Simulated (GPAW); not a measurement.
Here is a GPAW 26.7.0 calculation.

File run.py:

```python
import numpy as np
from ase import Atoms
from ase.dft.bandgap import bandgap
from ase.io import write
from gpaw import GPAW, PW
from gpaw.response.bse import BSE

atoms = Atoms(['Pt', 'S', 'S'],
              cell=[[3.5432, 0.0, 0.0],
                    [-1.7716, 3.0685012107, 0.0],
                    [0.0, 0.0, 5.0388]],
              scaled_positions=[[0.0, 0.0, 0.0],
                                [0.6666666667, 0.3333333333, 0.773],
                                [0.3333333333, 0.6666666667, 0.227]],
              pbc=True)

calc = GPAW(mode=PW(450),
            xc='LDA',
            kpts={'size': (7, 7, 4), 'gamma': True},
            occupations={'name': 'fermi-dirac', 'width': 0.001},
            nbands=26,
            convergence={'density': 1e-06},
            maxiter=150,
            txt='gpaw.txt')
atoms.calc = calc
energy = atoms.get_potential_energy()
calc.write('gs.gpw')
write('result.traj', atoms)
print(f'Energy: {energy:.6f} eV')
print('Fermi level:', round(calc.get_fermi_level(), 4), 'eV')
print(f'Gap: {bandgap(calc)[0]:.4f} eV, direct: {bandgap(calc, direct=True)[0]:.4f} eV')

dense = calc.fixed_density(kpts={'size': (6, 6, 4), 'gamma': True},
                           nbands=80, convergence={'bands': 74, 'eigenstates': 1e-7},
                           update_fermi_level=True, txt='dense.txt')
dense.write('dense.gpw', mode='all')
gap = bandgap(dense, direct=True)[0]
print(f'Direct gap on the dense mesh: {gap:.4f} eV')

bse = BSE('dense.gpw',
          ecut=40,
          valence_bands=range(11, 14),
          conduction_bands=range(14, 17),
          nbands=74,
          mode='BSE',
          integrate_gamma='sphere',
          direction=0,
          txt='bse.txt',
          eshift=0.89)
bse.get_dielectric_function(w_w=np.linspace(0, 11, 221), eta=0.1, filename='bse.csv', write_eig='eig.dat')
_, energies, weights = np.loadtxt('eig.dat', unpack=True)
bright = energies[weights > 1e-3 * weights.max()]
print(f'Lowest exciton {energies.min():.4f} eV, lowest bright one {bright.min():.4f} eV')
```

Potentials or basis: the program's PAW data sets (release 1.2.1) made for this functional, pw.

Run with:

```console
$ OMP_NUM_THREADS=1 python run.py
```

Q: What does it give for the exciton binding energy?

A: 0.12 eV.

Q: What does it give for the band gap on the k mesh, mean-field level?

A: 0.70 eV, indirect (least direct gap 0.86 eV).

Lowest exciton energies (eV): 2.12, 2.12, 2.12, 2.12, 2.12, 2.13, 2.25, 2.25

Caveat: the band lists can cut through equal levels, which moves peak heights; on so coarse a mesh excitons come out too strongly bound; on this mesh the treatment of q = 0 moves the result by about a tenth of an eV; the long-wavelength limit can be off by several per cent where d states take part; the static dielectric constant lacks the antiresonant part and is too small; spectra need much finer meshes, so this one isn't converged; spin-orbit coupling is left out, which moves the levels of the heavy elements. A k mesh can miss the band edges.
